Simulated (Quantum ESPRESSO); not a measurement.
## GaP: equation of state with LDA

**The experiment to reproduce.**

“Phosphorous dimerization in GaP at high pressure”, 2017, arxiv:1709.06667 reports, for a bulk crystal of GaP: bulk modulus 87.5 ± 0.6 GPa.

GaP:

```xyz
2
Lattice="0.0000 2.7252 2.7252 2.7252 0.0000 2.7252 2.7252 2.7252 0.0000" Properties=species:S:1:pos:R:3 pbc="T T T"
Ga    0.0000    0.0000    0.0000
P     4.0879    4.0879    4.0879
```

- Program: Quantum ESPRESSO 7.5
- Task: equation of state
- Functional: LDA
- Potentials or basis: JTH 2.0 LDA
- Cutoff: 490 eV
- Density cutoff: 2939 eV
- k mesh: 8 × 8 × 8
- Occupations: fermi-dirac, width 0.05 eV
- Spin: no spin polarisation

The equilibrium volume is 19.59 Å³/atom, the bulk modulus is 90 GPa and the pressure derivative of the bulk modulus is 4.5.

Energy against volume, from the lowest point:
```
volume (Å³/atom)  energy (meV/atom)
          19.026               4.47
          19.431               0.00
          19.836               0.40
          20.240               5.21
          20.645              13.99
          21.050              26.20
          21.455              41.55
```

All runs of the series together: 66 s on 1 thread of Arm Neoverse V1 (shared host).

Measured bulk modulus of GaP: 87.5 GPa (“Phosphorous dimerization in GaP at high pressure”, 2017, arxiv:1709.06667). This calculation gives 90 GPa (+2.8 %). The fit is for a static lattice scaled at fixed shape and fixed fractional positions.

Caveat: the cutoff is low for these files, which shifts pressure and relaxed volume. LDA usually gives volumes a few per cent too small.
